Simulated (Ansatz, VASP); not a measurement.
**B2P3: VASP beside Ansatz**

```xyz
5
Lattice="3.9259 0.0000 0.0000 -1.9630 3.3999 0.0000 0.0000 0.0000 4.2396" Properties=species:S:1:pos:R:3 pbc="T T T"
B     0.0000    2.2666    2.1198
B     1.9630    1.1333    2.1198
P     0.0000    2.2666    0.0000
P     1.9630    1.1333    0.0000
P     0.0000    0.0000    2.1198
```

Alike in both runs: functional PBE; k mesh 12 × 12 × 10; occupations gaussian, width 0.1 eV; no spin polarisation.

Ansatz relaxed the structure, and its values are those at the end. VASP's run is a single point on that final structure, the one shown.

|  | VASP | Ansatz |
| --- | --- | --- |
| version | VASP 6.6.1 | Ansatz 0.2.0 |
| potentials or method | VASP PAW PBE potentials, release 64 (B, P) | scalar-relativistic, plane waves, PAW |
| plane-wave cutoff (eV) | 520 | 420 |
| valence electrons in the cell | 21 | 21 |

|  | VASP | Ansatz | Ansatz less VASP |
| --- | --- | --- | --- |
| gap on the k mesh at the Fermi level (eV) | none | none | - |
| pressure (GPa) | -0.3 | 0.0 | +0.28 |

A gap of «none» marks a metal or a gap that the smearing closes.
